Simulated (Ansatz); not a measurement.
Start from BaSnO3 in the cubic perovskite structure (space group Pm-3m, No. 221; a = 4.122 Å). Axes: x, y, z lie along the cube axes.

The values are results of PBEsol (Ansatz, a program for electronic structure; PAW; 420 eV plane waves; without spin-orbit coupling), not measurements.

The change: an isotropic linear strain of +2.00 %; the atoms relax in the strained cell.

### Question
Predict the stress tensor and what it implies for the stiffness.

### Answer
Stress of the strained cell less that of the base (GPa, compression positive):
```
  -7.68    0.00    0.00
   0.00   -7.68    0.00
   0.00    0.00   -7.68
```

Then B = −ΔP/(ΔV/V₀) with ΔV/V₀ = 0.0612 gives secant stiffness values (nonlinear terms included at this strain): B ≈ 125 GPa.

As a check, the harmonic strain energy −½ V₀ Δσ:ε is 20 meV/atom; the computed energy rise is 22 meV/atom.

Whether these cells are dynamically stable was not tested.
